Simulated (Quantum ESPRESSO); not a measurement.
# Al2Cu (P4/mmm) in Quantum ESPRESSO: reference runs

Aim: a first look at Al2Cu with PBE, on the cell as given and on a disturbed one, then over a range of volumes.

Everything below comes from runs of Quantum ESPRESSO 7.5. Logs are shortened: lines on timing, memory, paths and dates and some standing lists are left out, and cuts for length are marked.

### 1 Starting point

The structure is tetragonal, space group P4/mmm (No. 123). Conventional cell: a = 4.105 Å, b = 4.105 Å, c = 2.891 Å, α = 90.00°, β = 90.00°, γ = 90.00°. Cu (site symmetry 4/mmm) has 8 Al at 2.51 Å as nearest neighbours. Al (site symmetry mmm) has 4 Cu at 2.51 Å as nearest neighbours.

The cell comes from a database or a generator and needn't be the stable form of this composition.

### 2 Single point, PBE

Contents of pw.in:

```
&CONTROL
  calculation = 'scf'
  prefix = 'pwscf'
  outdir = './tmp'
  pseudo_dir = './pseudo'
  tprnfor = .true.
  tstress = .true.
  disk_io = 'nowf'
/
&SYSTEM
  ibrav = 0
  nat = 3
  ntyp = 2
  ecutwfc = 55
  ecutrho = 440
  nbnd = 15
  occupations = 'smearing'
  smearing = 'fd'
  degauss = 0.00367493
/
&ELECTRONS
  conv_thr = 6d-10
  electron_maxstep = 120
  mixing_beta = 0.5
/
ATOMIC_SPECIES
Cu    63.5460 Cu.paw.z_11.ld1.psl.v1.0.0-low.upf
Al    26.9815 Al.pbe-n-kjpaw_psl.1.0.0.UPF
CELL_PARAMETERS angstrom
   4.1051820000    0.0000000000    0.0000000000
   0.0000000000    4.1051820000    0.0000000000
   0.0000000000    0.0000000000    2.8913130000
ATOMIC_POSITIONS crystal
Cu     0.0000000000    0.0000000000    0.0000000000
Al     0.0000000000    0.5000000000    0.5000000000
Al     0.5000000000    0.0000000000    0.5000000000
K_POINTS automatic
7 7 9 0 0 0
```

Potentials or basis: SSSP 1.3 efficiency PBE.

Launch:

```
> OMP_NUM_THREADS=1 pw.x -in pw.in > pw.out
```

pw.out:

```text
This program is part of the open-source Quantum ESPRESSO suite
     for quantum simulation of materials; please cite
         "P. Giannozzi et al., J. Phys.:Condens. Matter 21 395502 (2009);
         "P. Giannozzi et al., J. Phys.:Condens. Matter 29 465901 (2017);
         "P. Giannozzi et al., J. Chem. Phys. 152 154105 (2020);
     in publications or presentations arising from this work. More details at

     file Cu.paw.z_11.ld1.psl.v1.0.0-low.upf: wavefunction(s)  4S 3D renormalized
     file Al.pbe-n-kjpaw_psl.1.0.0.UPF: wavefunction(s)  3S 3P renormalized
     Message from routine setup:
     using ibrav=0 with symmetry is DISCOURAGED, use correct ibrav instead

     G-vector sticks info
     --------------------
     sticks:   dense  smooth     PW     G-vecs:    dense   smooth      PW
     Sum        2093    1049    317                51281    18153    2987

     Using Slab Decomposition

     bravais-lattice index     =            0
     lattice parameter (alat)  =       7.7577  a.u.
     unit-cell volume          =     328.8187 (a.u.)^3
     number of atoms/cell      =            3
     number of atomic types    =            2
     number of electrons       =        17.00
     number of Kohn-Sham states=           15
     kinetic-energy cutoff     =      55.0000  Ry
     charge density cutoff     =     440.0000  Ry
     scf convergence threshold =      6.0E-10
     mixing beta               =       0.5000
     number of iterations used =            8  plain     mixing
     Exchange-correlation= SLA  PW   PBX  PBC
                           (   1   4   3   4   0   0   0)

     celldm(1)=   7.757670  celldm(2)=   0.000000  celldm(3)=   0.000000
     celldm(4)=   0.000000  celldm(5)=   0.000000  celldm(6)=   0.000000

     crystal axes: (cart. coord. in units of alat)
               a(1) = (   1.000000   0.000000   0.000000 )
               a(2) = (   0.000000   1.000000   0.000000 )
               a(3) = (   0.000000   0.000000   0.704308 )

     reciprocal axes: (cart. coord. in units 2 pi/alat)
               b(1) = (  1.000000  0.000000  0.000000 )
               b(2) = (  0.000000  1.000000  0.000000 )
               b(3) = (  0.000000  0.000000  1.419833 )

     PseudoPot. # 1 for Cu read from file:
     Cu.paw.z_11.ld1.psl.v1.0.0-low.upf
     Pseudo is Projector augmented-wave + core cor, Zval = 11.0
     Generated using &quot;atomic&quot; code by A. Dal Corso  v.6.3MaX
     Shape of augmentation charge: PSQ
     Using radial grid of 1199 points,  6 beta functions with:
                l(1) =   0
                l(2) =   0
                l(3) =   1
                l(4) =   1
                l(5) =   2
                l(6) =   2
     Q(r) pseudized with 0 coefficients

     PseudoPot. # 2 for Al read from file:
     Al.pbe-n-kjpaw_psl.1.0.0.UPF
     Pseudo is Projector augmented-wave + core cor, Zval =  3.0
     Generated using "atomic" code by A. Dal Corso  v.5.1
     Shape of augmentation charge: PSQ
     Using radial grid of 1135 points,  6 beta functions with:
                l(1) =   0
                l(2) =   0
                l(3) =   1
                l(4) =   1
                l(5) =   2
                l(6) =   2
     Q(r) pseudized with 0 coefficients

     atomic species   valence    mass     pseudopotential
     Cu               11.00    63.54600     Cu( 1.00)
     Al                3.00    26.98150     Al( 1.00)

     16 Sym. Ops., with inversion, found

   Cartesian axes

     site n.     atom                  positions (alat units)
         1        Cu     tau(   1) = (   0.0000000   0.0000000   0.0000000  )
         2        Al     tau(   2) = (   0.0000000   0.5000000   0.3521541  )
         3        Al     tau(   3) = (   0.5000000   0.0000000   0.3521541  )

     number of k points=    50  Fermi-Dirac smearing, width (Ry)=  0.0037
                       cart. coord. in units 2pi/alat
        k(    1) = (   0.0000000   0.0000000   0.0000000), wk =   0.0045351
        k(    2) = (   0.0000000   0.0000000   0.1577592), wk =   0.0090703
        k(    3) = (   0.0000000   0.0000000   0.3155185), wk =   0.0090703
        k(    4) = (   0.0000000   0.0000000   0.4732777), wk =   0.0090703
        k(    5) = (   0.0000000   0.0000000   0.6310369), wk =   0.0090703
        k(    6) = (   0.0000000   0.1428571   0.0000000), wk =   0.0181406
[... 42 lines left out ...]
        k(   49) = (   0.4285714   0.4285714   0.4732777), wk =   0.0362812
        k(   50) = (   0.4285714   0.4285714   0.6310369), wk =   0.0362812

     Dense  grid:    51281 G-vectors     FFT dimensions: (  54,  54,  40)

     Smooth grid:    18153 G-vectors     FFT dimensions: (  40,  40,  25)

     Initial potential from superposition of free atoms

     starting charge      16.9952, renormalised to      17.0000
     Starting wfcs are   17 randomized atomic wfcs

     Self-consistent Calculation

     iteration #  1     ecut=    55.00 Ry     beta= 0.50
     Davidson diagonalization with overlap
     ethr =  1.00E-02,  avg # of iterations =  6.0

     total energy              =    -292.02679880 Ry
     estimated scf accuracy    <       0.17822494 Ry

     iteration #  2     ecut=    55.00 Ry     beta= 0.50
     Davidson diagonalization with overlap
     ethr =  1.05E-03,  avg # of iterations =  2.3

     total energy              =    -292.05515303 Ry
     estimated scf accuracy    <       0.39654744 Ry

     iteration #  3     ecut=    55.00 Ry     beta= 0.50
     Davidson diagonalization with overlap
     ethr =  1.05E-03,  avg # of iterations =  2.3

     total energy              =    -292.10779430 Ry
     estimated scf accuracy    <       0.00240260 Ry

     iteration #  4     ecut=    55.00 Ry     beta= 0.50
     Davidson diagonalization with overlap
     ethr =  1.41E-05,  avg # of iterations =  6.9

     total energy              =    -292.10804393 Ry
     estimated scf accuracy    <       0.00103899 Ry

     iteration #  5     ecut=    55.00 Ry     beta= 0.50
     Davidson diagonalization with overlap
     ethr =  6.11E-06,  avg # of iterations =  2.3

     total energy              =    -292.10823117 Ry
     estimated scf accuracy    <       0.00058822 Ry

     iteration #  6     ecut=    55.00 Ry     beta= 0.50
     Davidson diagonalization with overlap
     ethr =  3.46E-06,  avg # of iterations =  1.4

     total energy              =    -292.10833385 Ry
     estimated scf accuracy    <       0.00001997 Ry

     iteration #  7     ecut=    55.00 Ry     beta= 0.50
     Davidson diagonalization with overlap
     ethr =  1.17E-07,  avg # of iterations =  2.2
[... 4 lines left out ...]
     iteration #  8     ecut=    55.00 Ry     beta= 0.50
     Davidson diagonalization with overlap
     ethr =  2.61E-08,  avg # of iterations =  1.5

     total energy              =    -292.10834064 Ry
     estimated scf accuracy    <       0.00000020 Ry

     iteration #  9     ecut=    55.00 Ry     beta= 0.50
     Davidson diagonalization with overlap
     ethr =  1.20E-09,  avg # of iterations =  3.5

     total energy              =    -292.10834078 Ry
     estimated scf accuracy    <       0.00000013 Ry

     iteration # 10     ecut=    55.00 Ry     beta= 0.50
     Davidson diagonalization with overlap
     ethr =  7.55E-10,  avg # of iterations =  1.1

     total energy              =    -292.10834078 Ry
     estimated scf accuracy    <       0.00000002 Ry

     iteration # 11     ecut=    55.00 Ry     beta= 0.50
     Davidson diagonalization with overlap
     ethr =  1.08E-10,  avg # of iterations =  2.1

     total energy              =    -292.10834079 Ry
     estimated scf accuracy    <          6.7E-10 Ry

     iteration # 12     ecut=    55.00 Ry     beta= 0.50
     Davidson diagonalization with overlap
     ethr =  3.95E-12,  avg # of iterations =  2.9

     End of self-consistent calculation

          k = 0.0000 0.0000 0.0000 (  2273 PWs)   bands (ev):

    -2.2280   2.9288   3.4506   4.1098   4.3052   4.3052   5.9312   5.9312
     8.2272   9.2142  14.2648  14.4820  14.4820  15.3474  15.4248

          k = 0.0000 0.0000 0.1578 (  2269 PWs)   bands (ev):

    -2.0044   3.0045   3.5320   4.1023   4.1023   4.1308   6.3173   6.3173
     8.3504   9.3458  11.7693  14.6789  14.6789  15.4722  17.5042

          k = 0.0000 0.0000 0.3155 (  2261 PWs)   bands (ev):

    -1.3406   3.1984   3.7110   3.7583   3.7583   4.1843   7.2234   7.2234
     8.7417   8.8422   9.8683  15.1650  15.1650  15.8318  16.4903

          k = 0.0000 0.0000 0.4733 (  2253 PWs)   bands (ev):

    -0.2607   3.4215   3.4851   3.4851   3.7157   4.2455   6.5519   8.4699
     8.4699   9.4517  10.5316  14.1083  14.1083  14.2206  16.6231

          k = 0.0000 0.0000 0.6310 (  2229 PWs)   bands (ev):

     1.1600   2.8354   3.3399   3.3399   3.5677   4.2856   5.4298  10.0327
    10.0327  10.4741  11.2894  11.9425  11.9425  12.3737  15.9660

          k = 0.0000 0.1429 0.0000 (  2277 PWs)   bands (ev):

    -2.0567   2.8012   3.4103   4.0602   4.2990   4.3061   4.9774   6.1220
     8.6733  10.3423  12.8157  13.3757  14.4333  16.2596  17.3440

          k = 0.0000 0.1429 0.1578 (  2265 PWs)   bands (ev):

    -1.8337   2.8850   3.4948   4.0617   4.0747   4.1384   5.3205   6.4940
     8.8085  10.5040  11.8675  12.9875  13.8824  17.4841  17.9034

          k = 0.0000 0.1429 0.3155 (  2268 PWs)   bands (ev):

    -1.1720   3.0890   3.6630   3.7696   3.7942   4.1554   6.0252   7.3877
     8.9740   9.2838  11.1042  13.4723  14.2223  15.3904  17.1052

          k = 0.0000 0.1429 0.4733 (  2265 PWs)   bands (ev):

    -0.0979   3.2580   3.4979   3.5687   3.7722   4.2235   6.6489   7.0455
     8.6262   9.9330  11.9122  12.5777  13.8170  15.0187  15.2790
[... 176 lines left out ...]
          k = 0.2857 0.4286 0.6310 (  2261 PWs)   bands (ev):

     2.5161   2.8307   3.6243   4.0209   4.0952   4.2558   5.5831   6.2243
     7.2712   8.4333   9.4412  10.1706  12.2370  17.0630  18.4541

          k = 0.4286 0.4286 0.0000 (  2273 PWs)   bands (ev):

     0.6068   1.8926   2.1445   3.1874   4.0293   4.2121   4.2809   4.2811
     6.0882  15.8630  16.7093  17.0467  17.5508  17.9534  18.4801

          k = 0.4286 0.4286 0.1578 (  2275 PWs)   bands (ev):

     0.8235   2.0221   2.3000   3.2832   4.0182   4.1528   4.3374   4.4101
     6.1706  14.5317  14.9929  16.1739  17.1196  17.9035  17.9131

          k = 0.4286 0.4286 0.3155 (  2263 PWs)   bands (ev):

     1.4419   2.3420   2.7131   3.5232   4.0094   4.1554   4.5535   4.6855
     6.4437  11.8121  12.6867  13.4390  15.4427  17.3970  18.4218

          k = 0.4286 0.4286 0.4733 (  2260 PWs)   bands (ev):

     2.2648   2.6495   3.2903   3.8166   4.0324   4.2584   5.0895   5.2221
     6.9371   9.3583  10.4008  10.9114  12.9907  18.1876  19.2848

          k = 0.4286 0.4286 0.6310 (  2254 PWs)   bands (ev):

     2.6965   2.7898   4.0262   4.0610   4.2136   4.4217   5.8615   5.9561
     7.1920   7.9652   8.6227   9.0555  11.2799  19.1468  20.3300

     the Fermi energy is     8.3251 ev

!    total energy              =    -292.10834079 Ry
     total all-electron energy =     -4281.273670 Ry
     estimated scf accuracy    <          8.0E-12 Ry
     smearing contrib. (-TS)   =      -0.00087819 Ry
     internal energy E=F+TS    =    -292.10746260 Ry

     The total energy is F=E-TS. E is the sum of the following terms:
     one-electron contribution =     -68.12658387 Ry
     hartree contribution      =      51.60886878 Ry
     xc contribution           =     -49.74135321 Ry
     ewald contribution        =     -66.61854788 Ry
     one-center paw contrib.   =    -159.22984641 Ry

     convergence has been achieved in  12 iterations

     Forces acting on atoms (cartesian axes, Ry/au):

     atom    1 type  1   force =     0.00000000    0.00000000    0.00000000
     atom    2 type  2   force =     0.00000000    0.00000000    0.00000000
     atom    3 type  2   force =     0.00000000    0.00000000    0.00000000

     Total force =     0.000000     Total SCF correction =     0.000000

     Computing stress (Cartesian axis) and pressure

          total   stress  (Ry/bohr**3)                   (kbar)     P=        4.39
   0.00005099   0.00000000   0.00000000            7.50        0.00        0.00
   0.00000000   0.00005099   0.00000000            0.00        7.50        0.00
   0.00000000   0.00000000  -0.00001243            0.00        0.00       -1.83

=------------------------------------------------------------------------------=
   JOB DONE.
=------------------------------------------------------------------------------=
```

It took 59 s on 1 thread of Intel Xeon Platinum 8259CL at 2.50GHz (Skylake/Cascade Lake), shared host; peak memory 0.24 GiB.

What came out:

- Free energy: -3974.3364 eV
- Pressure: 0.4 GPa
- Band gap on the k mesh: none (metal or under the smearing width)

Levels at points of the mesh, in eV from the Fermi level:
```csv
k point,band 5,band 6,band 7,band 8,band 9,band 10,band 11,band 12
"(0.00, 0.00, 0.00)",-4.02,-4.02,-2.39,-2.39,-0.10,0.89,5.94,6.16
```

(Part 1 of 2 ends here.)
